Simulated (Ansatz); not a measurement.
# MoS2: a relaxation

The task: find the equilibrium cell of MoS2, and whether it has a gap.

Program: Ansatz 0.2.0. Level of theory: DFT PBE+D3(BJ), scalar-relativistic, plane waves, PAW. These are calculated values, not measurements.

**1. Starting point**

The structure is trigonal, space group R3m (No. 160). Conventional cell: a = 3.160 Å, b = 3.160 Å, c = 18.450 Å, α = 90.00°, β = 90.00°, γ = 120.00°. Mo (site symmetry 3m) has 6 S at 2.39 Å as nearest neighbours. S (site symmetry 3m) has 3 Mo at 2.39 Å as nearest neighbours.

Structure file:

```xyz
3
Lattice="1.5800 0.9122 6.1500 -1.5800 0.9122 6.1500 0.0000 -1.8244 6.1500" Properties=species:S:1:pos:R:3 pbc="T T T"
Mo    0.0000    0.0000    0.0000
S     0.0000    0.0000    4.6125
S     0.0000    0.0000    7.6936
```

The structure comes from the Crystallography Open Database.

**2. Probe: one point at the start**

input.yaml reads:

```yaml
crystal:
  lattice:
    - [1.58, 0.9122134253, 6.15]
    - [-1.58, 0.9122134253, 6.15]
    - [0.0, -1.8244268506, 6.15]
  atoms:
    - { symbol: Mo, position: [0.0, 0.0, 0.0] }
    - { symbol: S, position: [0.25, 0.25, 0.25] }
    - { symbol: S, position: [0.417, 0.417, 0.417] }
basis:
  ecutwfc: 420
kpoints:
  mp_grid: { grid: [6, 6, 6] }
hamiltonian:
  xc: pbe
  dispersion: d3bj
scf:
  occupations: { method: gaussian, width: 0.1 }
output:
  forces: true
  stress: true
  eigenvalues: true
```

The run is started by

```bash
$ ansatz run input.yaml --threads 4 --pin off --max-ram 10240MiB --backend cpu --events-out ev --progress --plain --runs-dir out
```

What it wrote, cut to the lines that bear on the results:

```text
[...]
SCF converged after 8 iterations
Free energy (F): -6764.032574 eV
[...]
E sigma→0 (E₀):  -6764.032574 eV
Fermi energy:    11.541165 eV
[...]
--- Forces (eV/Å), atoms counted from 1 ---
  atom   1  Mo     0.00000000     0.00000000     0.08561556
  atom   2  S      0.00000000    -0.00000000    -0.53013300
  atom   3  S      0.00000000     0.00000000     0.44449248
[...]
--- Stress (GPa, compression-positive) ---
        0.565586       0.000000       0.000000
        0.000000       0.565586       0.000000
        0.000000       0.000000       3.037732
  P = ⅓ Tr σ = 1.3896 GPa (13.896 kbar)
--- Band table (eV; the first three rows and the last of 32) ---
  k-point 0: bands = ["-50.4851", "-24.6505", "-24.4172", "-24.4172", "-4.0442", "-2.3208", "4.0764", "7.6083", "7.6083", "8.7428", "8.7428", "9.8199", "9.9171", "13.1092", "13.1092", "13.5309", "13.5309"]
[...]
```

Run time: 1.7 s. Hardware: 4 threads of Arm Neoverse N1, shared host; peak memory 0.34 GiB.

From the probe: pressure 1.4 GPa, largest force 0.53 eV/Å, gap on this mesh 0.92 eV. The gap decides the next run's mesh: 12×12×12 points and a smearing of 0.02 eV.

(Part 1 of 2 ends here.)
